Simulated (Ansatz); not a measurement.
## From the elastic tensor of CdO to moduli and sound speeds

Computed with DFT PBEsol, scalar-relativistic, plane waves, PAW in Ansatz. Settings: 420 eV plane-wave cutoff, Γ-centred 16×16×16 mesh, Fermi-Dirac smearing of 0.15 eV. No spin polarisation.

It takes space group Fm-3m (No. 225, cubic). Conventional cell: a = 4.691 Å, b = 4.691 Å, c = 4.691 Å, α = 90.00°, β = 90.00°, γ = 90.00°. Around Cd (site symmetry m-3m) lie 6 O at 2.35 Å. Around O (site symmetry m-3m) lie 6 Cd at 2.35 Å.

In a metal, frequencies and elastic constants depend on the k mesh and the smearing, soft modes and shear constants most. A semilocal functional can close a gap that the real compound has.

Relaxed-ion constants (GPa, on the Cartesian axes of the calculation):
```
212.3 111.2 111.2   0.0   0.0   0.0
111.2 212.3 111.2   0.0   0.0   0.0
111.2 111.2 212.3   0.0   0.0   0.0
  0.0   0.0   0.0  47.0   0.0   0.0
  0.0   0.0   0.0   0.0  47.0   0.0
  0.0   0.0   0.0   0.0   0.0  47.0
```

Density 8.262 g/cm³; 2 atoms in 25.81 Å³.

The values that follow are for a polycrystal of randomly turned grains, by Hill's mean where one number stands.

With S = C⁻¹: B_V = (C11+C22+C33+2(C12+C13+C23))/9, G_V = (C11+C22+C33−C12−C13−C23+3(C44+C55+C66))/15, 1/B_R = S11+S22+S33+2(S12+S13+S23), 15/G_R = 4(S11+S22+S33−S12−S13−S23)+3(S44+S55+S66); Hill is their mean. Then v_l = √((B+4G/3)/ρ), v_t = √(G/ρ), v_m = [(2/v_t³+1/v_l³)/3]^(−1/3) and Θ = (ħ/k_B)·v_m·(6π²n/V)^(1/3) for n atoms in the volume V; E = 9BG/(3B+G), ν = (3B−2G)/(2(3B+G)) and A^U = 5G_V/G_R + B_V/B_R − 6.

| Property | Result |
| --- | --- |
| Bulk modulus, Voigt / Reuss / Hill | 144.9 / 144.9 / 144.9 GPa |
| Shear modulus, Voigt / Reuss / Hill | 48.4 / 48.4 / 48.4 GPa |
| Young's modulus | 131 GPa |
| Poisson ratio | 0.350 |
| Pugh ratio B/G | 2.99 (over 1.75, the rule of thumb for ductile) |
| Universal anisotropy index | 0.01 |
| Longitudinal and transverse sound speeds | 5034 and 2421 m/s |
| Debye temperature from the mean sound speed | 345 K |

Cost: 1 run of about 1.2 core-minutes, on Intel Xeon Platinum 8375C (Ice Lake) (shared hosts).